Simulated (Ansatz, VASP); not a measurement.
**TiSi2: VASP beside Ansatz**

Contents of INCAR:

```
PREC     = Accurate       # precision mode
ENCUT    = 520            # plane-wave cutoff, eV
EDIFF    = 1E-6           # SCF threshold, eV
ISMEAR   = 0              # smearing method
SIGMA    = 0.1            # smearing width, eV
LREAL    = False          # projectors in reciprocal space
LASPH    = True           # aspherical terms in the spheres
NELM     = 100            # most SCF steps
ALGO     = Normal         # electronic algorithm
ISIF     = 2              # what is computed and relaxed
LWAVE    = False          # write WAVECAR
LCHARG   = False          # write CHGCAR
GGA      = PE             # functional
NBANDS   = 29             # bands
```

File KPOINTS:

```
regular mesh
0
Gamma
  6 6 6
```

The input POSCAR:

```
TiSi2
1.0
    1.7651050100     -6.7592816400      0.0000000000
    1.7651050100      6.7592816400      0.0000000000
    0.0000000000      0.0000000000      3.5651738600
Ti Si
2 4
Direct
    0.8968819300      0.1031180700      0.7500000000
    0.1031180700      0.8968819300      0.2500000000
    0.5582514400      0.4417485600      0.7500000000
    0.4417485600      0.5582514400      0.2500000000
    0.2496851800      0.7503148200      0.7500000000
    0.7503148200      0.2496851800      0.2500000000
```

Input for Ansatz:

```yaml
crystal:
  lattice:
    - [1.76510501, -6.75928164, 0.0]
    - [1.76510501, 6.75928164, 0.0]
    - [0.0, 0.0, 3.56517386]
  atoms:
    - { symbol: Ti, position: [0.89688193, 0.10311807, 0.75] }
    - { symbol: Ti, position: [0.10311807, 0.89688193, 0.25] }
    - { symbol: Si, position: [0.55825144, 0.44174856, 0.75] }
    - { symbol: Si, position: [0.44174856, 0.55825144, 0.25] }
    - { symbol: Si, position: [0.24968518, 0.75031482, 0.75] }
    - { symbol: Si, position: [0.75031482, 0.24968518, 0.25] }
basis:
  ecutwfc: 420
kpoints:
  mp_grid: { grid: [6, 6, 6] }
hamiltonian:
  xc: pbe
scf:
  occupations: { method: gaussian, width: 0.1 }
  lower_state_search: "off"
output:
  forces: true
  stress: true
  eigenvalues: true
```

Alike in both runs: task single point; functional PBE; k mesh 6 × 6 × 6; occupations gaussian, width 0.1 eV; no spin polarisation.

|  | VASP | Ansatz |
| --- | --- | --- |
| version | VASP 6.6.1 | Ansatz 0.2.0 |
| potentials or method | VASP PAW PBE potentials, release 64 (Ti_sv, Si) | scalar-relativistic, plane waves, PAW |
| plane-wave cutoff (eV) | 520 | 420 |
| valence electrons in the cell | 40 | 40 |

```tsv
	VASP	Ansatz	Ansatz less VASP
gap on the k mesh at the Fermi level (eV)	none	none	-
pressure (GPa)	1.8	1.9	+0.08
largest component of the traceless stress (GPa)	0.19	0.20	+0.009
rms of the force components (eV/Å)	0.071	0.075	+0.0037
```

Atom by atom the forces differ by 0.004 eV/Å (rms over components). A gap of «none» marks a metal or a gap that the smearing closes.
